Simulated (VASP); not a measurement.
# Tm (Fm-3m) in VASP: further runs

The runs below take Tm through single point, with PBEsol.

Program: VASP 6.6.1. These are calculated values, not measurements. Logs are shortened: lines on timing, memory, paths and dates and some standing lists are left out, and cuts for length are marked.

## (1) The structure

It takes space group Fm-3m (No. 225, cubic). The conventional cell has a = 4.936 Å, b = 4.936 Å, c = 4.936 Å, α = 90.00°, β = 90.00°, γ = 90.00°. Around Tm (site symmetry m-3m) lie 12 Tm at 3.49 Å.

This isn't the form of Tm at room conditions, which is hcp.

## (2) Single point, PBEsol, collinear spin, ferromagnetic start

Input file INCAR:

```
ADDGRID = False
ALGO = Normal
EDIFF = 1E-6
ENCUT = 550
GGA = PS
ISIF = 2
ISMEAR = 1
ISPIN = 2
LASPH = True
LCHARG = False
LMAXMIX = 6
LORBIT = 11
LREAL = False
LWAVE = False
MAGMOM = 2
NBANDS = 22
NELM = 100
PREC = Accurate
SIGMA = 0.2
```

Input file KPOINTS:

```
k-points
0
Gamma
  3 3 3
```

Input file POSCAR:

```
Tm
1.0
    0.0000000000      2.4680255249      2.4680255249
    2.4680255249      0.0000000000      2.4680255249
    2.4680255249      2.4680255249      0.0000000000
Tm
1
Direct
    0.0000000000      0.0000000000      0.0000000000
```

Potentials or basis: VASP PAW PBE potentials, release 64 (Tm).

Started as:

```sh
cat potpaw_PBE.64/Tm/POTCAR > POTCAR
mpirun -np 1 vasp_std > vasp.out
```

OUTCAR:

```text
EDIFF = 1E-6
   ENCUT = 550
   GGA = PS
   ISIF = 2
   ISMEAR = 1
   ISPIN = 2
   LASPH = True
   LORBIT = 11
   LREAL = False
   NELM = 100
   PREC = Accurate

 Found      4 irreducible k-points:

 Following reciprocal coordinates:
            Coordinates               Weight
  0.000000  0.000000  0.000000      1.000000
  0.333333  0.000000  0.000000      8.000000
  0.333333  0.333333  0.000000      6.000000
 -0.333333  0.333333  0.000000     12.000000
   k-points           NKPTS =      4   k-points in BZ     NKDIM =      4   number of bands    NBANDS=     22
   number of dos      NEDOS =    301   number of ions     NIONS =      1
   total plane-waves  NPLWV =  21952
   dimension x,y,z NGX =    28 NGY =   28 NGZ =   28
   dimension x,y,z NGXF=    56 NGYF=   56 NGZF=   56
   ions per type =               1
   NGX,Y,Z   is equivalent  to a cutoff of  13.34, 13.34, 13.34 a.u.
   NGXF,Y,Z  is equivalent  to a cutoff of  26.67, 26.67, 26.67 a.u.
 SYSTEM =  unknown system
   PREC   = accura    normal or accurate (medium, high low for compatibility)
   ISTART =      0    job   : 0-new  1-cont  2-samecut
   ICHARG =      2    charge: 1-file 2-atom 10-const
   ISPIN  =      2    spin polarized calculation?
   LNONCOLLINEAR =      F non collinear calculations
   LSORBIT =      F    spin-orbit coupling
   LASPH  =      T    aspherical Exc in radial PAW
   ENCUT  =  550.0 eV  40.42 Ry    6.36 a.u.   6.67  6.67  6.67*2*pi/ulx,y,z
   NELM   =    100;   NELMIN=  2; NELMDL= -5     # of ELM steps
   EDIFF  = 0.1E-05   stopping-criterion for ELM
   LREAL  =      F    real-space projection
   EDIFFG = 0.1E-04   stopping-criterion for IOM
   NSW    =      0    number of steps for IOM
   IBRION =     -1    ionic relax: 0-MD 1-quasi-New 2-CG
   NFREE  =      0    steps in history (QN), initial steepest desc. (CG)
   ISIF   =      2    stress and relaxation
   ISYM   =      2    0-nonsym 1-usesym 2-fastsym
   POTIM  = 0.5000    time-step for ionic-motion
   TEBEG  =    0.0;   TEEND  =   0.0 temperature during run
   PSTRESS=    0.0 pullay stress
   NELECT =      23.0000    total number of electrons
   NUPDOWN=      -1.0000    fix difference up-down
   EMIN   =  10.00;   EMAX   =-10.00  energy-range for DOS
   EFERMI =   0.00;   METHOD = LEGACY
   ISMEAR =     1;   SIGMA  =   0.20  broadening in eV -4-tet -1-fermi 0-gaus
   EFERMI_NEDOS =   21; number of points for ismear=-14 and -15
   IALGO  =     38    algorithm
   IMIX   =      4    mixing-type and parameters
     AMIX     =   0.40;   BMIX     =  1.00
     AMIX_MAG =   1.60;   BMIX_MAG =  1.00
  volume/ion in A,a.u.               =      30.07       202.90
  Fermi-wavevector in a.u.,A,eV,Ry     =   1.497239  2.829371 30.500515  2.241725
  Thomas-Fermi vector in A             =   2.609152
   LORBIT       =     11    0 simple, 1 ext, 2 COOP (PROOUT), +10 PAW based schemes
   GGA     = PS    functional components
   LHFCALC =     F    Hartree Fock is set to
   AEXX    =    0.0000 exact exchange contribution
   IVDW    =     0    specifies the selected vdW correction
   LEPSILON=     F    determine dielectric tensor
   LRPA    =     F    only Hartree local field effects (RPA)
 spin polarized calculation
 Methfessel and Paxton  Order N= 1 SIGMA  =   0.20
  energy-cutoff  :      550.00
  volume of cell :       30.07
 maximum number of plane-waves:       893
 NGX is ok and might be reduce to    28
   NGX = 13   NGY = 13   NGZ = 13

 number of electron      23.0000007 magnetization       0.0925019

 Free energy of the ion-electron system (eV)
  ---------------------------------------------------
  ext. energy  EPLUGINS =         0.00000000
  ---------------------------------------------------
  free energy    TOTEN  =        -4.16547632 eV

  energy without entropy =       -4.16925712  energy(sigma->0) =       -4.16673659

 E-fermi :   2.3807     XC(G=0): -10.3461

 val. band max:        2.3451636282   @ k =  -0.3333   0.3333   0.0000
 cond. band min:       2.4342631424   @ k =  -0.3333   0.3333   0.0000
 fundamental gap:      0.0890995142
 Fermi energy:         2.3807049146

 spin component 1

 k-point     1 :       0.0000    0.0000    0.0000
  band No.  band energies     occupation
      1     -47.9396      1.00000
      2     -20.8601      1.00000
      3     -20.8601      1.00000
      4     -20.8601      1.00000
      5      -2.5818      1.00000
      6       0.8131      1.00000
[... 14 lines left out ...]
     21      16.4686      0.00000
     22      18.6346      0.00000

 k-point     2 :       0.3333    0.0000    0.0000
  band No.  band energies     occupation
      1     -47.9070      1.00000
      2     -21.3452      1.00000
      3     -20.9235      1.00000
      4     -20.9234      1.00000
      5      -0.1361      1.00000
      6       0.8882      1.00000
[... 14 lines left out ...]
     21      18.8882      0.00000
     22      20.1963      0.00000

 k-point     3 :       0.3333    0.3333    0.0000
  band No.  band energies     occupation
      1     -47.8963      1.00000
      2     -21.3192      1.00000
      3     -21.0321      1.00000
      4     -21.0321      1.00000
      5       0.5242      1.00000
      6       0.9140      1.00000
[... 14 lines left out ...]
     21      17.1509      0.00000
     22      19.8304      0.00000

 k-point     4 :      -0.3333    0.3333    0.0000
  band No.  band energies     occupation
      1     -47.8854      1.00000
      2     -21.2901      1.00000
      3     -21.2845      1.00000
      4     -21.0096      1.00000
      5       0.9722      1.00000
      6       1.1606      1.00000
[... 14 lines left out ...]
     21      17.5620      0.00000
     22      20.9674      0.00000
 Fermi energy:         2.3807049146

 spin component 2

 k-point     1 :       0.0000    0.0000    0.0000
  band No.  band energies     occupation
      1     -47.5841      1.00000
      2     -20.7229      1.00000
      3     -20.7229      1.00000
      4     -20.7229      1.00000
      5      -3.6895      1.00000
      6       2.1343      1.03545
[... 14 lines left out ...]
     21      15.4265      0.00000
     22      17.2906      0.00000

 k-point     2 :       0.3333    0.0000    0.0000
  band No.  band energies     occupation
      1     -47.5480      1.00000
      2     -21.2678      1.00000
      3     -20.7926      1.00000
      4     -20.7926      1.00000
      5      -1.1898      1.00000
      6       1.9938      1.00982
[... 14 lines left out ...]
     21      18.0542      0.00000
     22      18.9950      0.00000

 k-point     3 :       0.3333    0.3333    0.0000
  band No.  band energies     occupation
      1     -47.5361      1.00000
      2     -21.2385      1.00000
      3     -20.9135      1.00000
      4     -20.9135      1.00000
      5      -0.4968      1.00000
      6       1.8113      1.00021
[... 14 lines left out ...]
     21      16.2788      0.00000
     22      18.8272      0.00000

 k-point     4 :      -0.3333    0.3333    0.0000
  band No.  band energies     occupation
      1     -47.5240      1.00000
      2     -21.2040      1.00000
      3     -21.1975      1.00000
      4     -20.8880      1.00000
      5       1.3997      1.00000
      6       1.6038      1.00000
[... 14 lines left out ...]
     21      16.6314      0.00000
     22      19.8063      0.00000

------------------------ aborting loop because EDIFF is reached ----------------------------------------

  FORCE on cell =-STRESS in cart. coord.  units (eV):
  Direction    XX          YY          ZZ          XY          YZ          ZX
  --------------------------------------------------------------------------------------
  -------------------------------------------------------------------------------------
  Total        0.4715077      0.4715077      0.4715077      0.0000000      0.0000000      0.0000000
  in kB       25.1258288     25.1258288     25.1258288      0.0000000      0.0000000      0.0000000
  external PRESSURE =      25.1258288 kB  Pullay stress =       0.0000000 kB

 VOLUME and BASIS-vectors are now :
 -----------------------------------------------------------------------------
  energy-cutoff  :      550.00
  volume of cell :       30.07
      direct lattice vectors                 reciprocal lattice vectors
     0.000000000  2.468025525  2.468025525    -0.202591098  0.202591098  0.202591098
     2.468025525  0.000000000  2.468025525     0.202591098 -0.202591098  0.202591098
     2.468025525  2.468025525  0.000000000     0.202591098  0.202591098 -0.202591098

 POSITION                                       TOTAL-FORCE (eV/Angst)
 -----------------------------------------------------------------------------------
      0.00000      0.00000      0.00000         0.000000      0.000000      0.000000
 -----------------------------------------------------------------------------------
    total drift:                               -0.000000      0.000000     -0.000000

  FREE ENERGIE OF THE ION-ELECTRON SYSTEM (eV)
  ---------------------------------------------------
  free  energy   TOTEN  =        -4.1654763241 eV

  energy  without entropy=       -4.1692571211  energy(sigma->0) =       -4.16673659

 total charge

# of ion       s       p       d       f       tot
--------------------------------------------------
    1        2.199   5.944   0.419  12.534  21.096

 magnetization (x)

# of ion       s       p       d       f       tot
--------------------------------------------------
    1       -0.021  -0.106  -0.302   1.205   0.777
```

It took 26 s on 1 thread of Intel Xeon Platinum 8375C at 2.90GHz (Ice Lake), shared host; peak memory 0.18 GiB.

These settings aren't checked as converged: the numbers below hold their error.

What came out:

* Free energy: -4.1655 eV
* Pressure: 2.5 GPa
* Band gap on the k mesh: none (metal or under the smearing width)
* Net moment: 0.09 μB per cell
* Site moments: Tm +0.78 μB
* Valence electrons inside the program's atomic spheres: Tm 21.10

Caveat: the k mesh is coarse (spacing up to 0.73 Å⁻¹), so the values aren't converged; the magnetic or orbital state may not be the lowest; the PAW data sets were made with another functional, which shifts forces and pressure a little; spin-orbit coupling is left out, which moves the levels of the heavy elements.

## (3) Single point, PBEsol, collinear spin, ferromagnetic start

Edit INCAR of step 2 so:

```diff
@@ -3,3 +3,3 @@
 EDIFF = 1E-6
-ENCUT = 550
+ENCUT = 700
 GGA = PS
```

KPOINTS is that of step 2.

POSCAR is that of step 2.

Potentials or basis: VASP PAW PBE potentials, release 64 (Tm).

Started as:

```sh
cat potpaw_PBE.64/Tm/POTCAR > POTCAR
mpirun -np 1 vasp_std > vasp.out
```

Run time: 34 s. Hardware: 1 thread of Intel Xeon Platinum 8375C at 2.90GHz (Ice Lake), shared host; peak memory 0.2 GiB.

The run converged, but some of its settings lie outside the range that counts as converged, so its numbers aren't taken as properties of the crystal.

What came out:

| Item | Value |
| --- | --- |
| Free energy | -4.1675 eV |
| Pressure | 0.3 GPa |
| Band gap on the k mesh | none (metal or under the smearing width) |
| Net moment | 0.09 μB per cell |
| Site moments | Tm +0.77 μB |
| Valence electrons inside the program's atomic spheres | Tm 21.10 |

Caveat: the k mesh is coarse (spacing up to 0.73 Å⁻¹), so the values aren't converged; the magnetic or orbital state may not be the lowest; the PAW data sets were made with another functional, which shifts forces and pressure a little; spin-orbit coupling is left out, which moves the levels of the heavy elements.

## (4) Single point, PBEsol, collinear spin, ferromagnetic start

Edit INCAR of step 3 so:

```diff
@@ -3,3 +3,3 @@
 EDIFF = 1E-6
-ENCUT = 700
+ENCUT = 400
 GGA = PS
```

Input file KPOINTS:

```
k-points
0
Gamma
  4 4 4
```

POSCAR is that of step 3.

Started as:

```sh
cat potpaw_PBE.64/Tm/POTCAR > POTCAR
mpirun -np 1 vasp_std > vasp.out
```

It took 23 s on 1 thread of Intel Xeon Platinum 8375C at 2.90GHz (Ice Lake), shared host; peak memory 0.15 GiB.

These settings aren't checked as converged: the numbers below hold their error.

Results:

```yaml
Free_energy: -4.3566 eV
Pressure: 0.1 GPa
Band_gap_on_the_k_mesh: none (metal or under the smearing width)
Net_moment: 1.09 μB per cell
Site_moments: Tm +1.20 μB
Valence_electrons_inside_the_program's_atomic_spheres: Tm 21.07
```

Caveat: the k mesh is coarse (spacing up to 0.55 Å⁻¹), so the values aren't converged; the cutoff is under 1.25 times the usual one of these potentials, so pressure, stress and relaxed cells hold a basis-set (Pulay) error; the magnetic or orbital state may not be the lowest; the PAW data sets were made with another functional, which shifts forces and pressure a little; spin-orbit coupling is left out, which moves the levels of the heavy elements.

## (5) Single point, PBEsol, collinear spin, ferromagnetic start

Edit INCAR of step 4 so:

```diff
@@ -3,3 +3,3 @@
 EDIFF = 1E-6
-ENCUT = 400
+ENCUT = 450
 GGA = PS
```

KPOINTS is that of step 4.

POSCAR is that of step 4.

Potentials or basis: VASP PAW PBE potentials, release 64 (Tm).

Started as:

```sh
cat potpaw_PBE.64/Tm/POTCAR > POTCAR
mpirun -np 1 vasp_std > vasp.out
```

OUTCAR:

```text
EDIFF = 1E-6
   ENCUT = 450
   GGA = PS
   ISIF = 2
   ISMEAR = 1
   ISPIN = 2
   LASPH = True
   LORBIT = 11
   LREAL = False
   NELM = 100
   PREC = Accurate

 Found      8 irreducible k-points:

 Following reciprocal coordinates:
            Coordinates               Weight
  0.000000  0.000000  0.000000      1.000000
  0.250000  0.000000  0.000000      8.000000
  0.500000  0.000000  0.000000      4.000000
  0.250000  0.250000  0.000000      6.000000
  0.500000  0.250000  0.000000     24.000000
 -0.250000  0.250000  0.000000     12.000000
   k-points           NKPTS =      8   k-points in BZ     NKDIM =      8   number of bands    NBANDS=     22
   number of dos      NEDOS =    301   number of ions     NIONS =      1
[... 386 lines left out ...]
  Total        0.0374936      0.0374936      0.0374936      0.0000000     -0.0000000     -0.0000000
  in kB        1.9979695      1.9979695      1.9979695      0.0000000     -0.0000000     -0.0000000
  external PRESSURE =       1.9979695 kB  Pullay stress =       0.0000000 kB

 VOLUME and BASIS-vectors are now :
 -----------------------------------------------------------------------------
  energy-cutoff  :      450.00
  volume of cell :       30.07
      direct lattice vectors                 reciprocal lattice vectors
     0.000000000  2.468025525  2.468025525    -0.202591098  0.202591098  0.202591098
     2.468025525  0.000000000  2.468025525     0.202591098 -0.202591098  0.202591098
     2.468025525  2.468025525  0.000000000     0.202591098  0.202591098 -0.202591098

 POSITION                                       TOTAL-FORCE (eV/Angst)
 -----------------------------------------------------------------------------------
      0.00000      0.00000      0.00000         0.000000     -0.000000     -0.000000
 -----------------------------------------------------------------------------------
    total drift:                                0.000000      0.000000     -0.000000

  FREE ENERGIE OF THE ION-ELECTRON SYSTEM (eV)
  ---------------------------------------------------
  free  energy   TOTEN  =        -4.3664579392 eV

  energy  without entropy=       -4.3486524788  energy(sigma->0) =       -4.36052279

 total charge

# of ion       s       p       d       f       tot
--------------------------------------------------
    1        2.226   5.934   0.406  12.503  21.069

 magnetization (x)

# of ion       s       p       d       f       tot
--------------------------------------------------
    1        0.003  -0.033  -0.051   1.281   1.199
```

OSZICAR:

```text
N       E                     dE             d eps       ncg     rms          rms(c)
DAV:   1     0.116428860659E+03    0.11643E+03   -0.66095E+03  1004   0.561E+03
DAV:   2     0.115288064829E+02   -0.10490E+03   -0.98683E+02   906   0.622E+02
[... 19 lines left out ...]
DAV:  22    -0.436646942583E+01   -0.45823E-04   -0.11716E-04  1164   0.260E-01    0.155E-01
DAV:  23    -0.436643017749E+01    0.39248E-04   -0.14265E-04  1120   0.183E-01    0.194E-01
DAV:  24    -0.436645683713E+01   -0.26660E-04   -0.49753E-05  1048   0.125E-01    0.550E-02
DAV:  25    -0.436645611903E+01    0.71810E-06   -0.22102E-05  1050   0.775E-02    0.324E-02
DAV:  26    -0.436645768400E+01   -0.15650E-05   -0.29088E-06   680   0.402E-02    0.760E-03
DAV:  27    -0.436645793919E+01   -0.25519E-06   -0.10624E-06   568   0.169E-02
   1 F= -.43664579E+01 E0= -.43605228E+01  d E =-.178055E-01  mag=     1.0891
```

It took 42 s on 1 thread of Intel Xeon Platinum 8375C at 2.90GHz (Ice Lake), shared host; peak memory 0.15 GiB.

These settings aren't checked as converged: the numbers below hold their error.

What came out:

| Quantity | Value |
| --- | --- |
| Free energy | -4.3665 eV |
| Pressure | 0.2 GPa |
| Band gap on the k mesh | none (metal or under the smearing width) |
| Net moment | 1.09 μB per cell |
| Site moments | Tm +1.20 μB |
| Valence electrons inside the program's atomic spheres | Tm 21.07 |

Caveat: the k mesh is coarse (spacing up to 0.55 Å⁻¹), so the values aren't converged; the magnetic or orbital state may not be the lowest; the PAW data sets were made with another functional, which shifts forces and pressure a little; spin-orbit coupling is left out, which moves the levels of the heavy elements.

## (6) The reference run

An earlier run on the cell as given: functional PBE; potentials or basis VASP PAW PBE potentials, release 64 (Tm); cutoff 520 eV; k mesh 9 × 9 × 9; occupations fermi-dirac, width 0.05 eV; collinear spin, ferromagnetic start; starting moments [2.0] μB.

- Pressure: 3.5 GPa
- Band gap on the k mesh: none (metal or under the smearing width)
- Net moment: 0.96 μB per cell
- Site moments: Tm +1.14 μB
- Valence electrons inside the program's atomic spheres: Tm 21.08
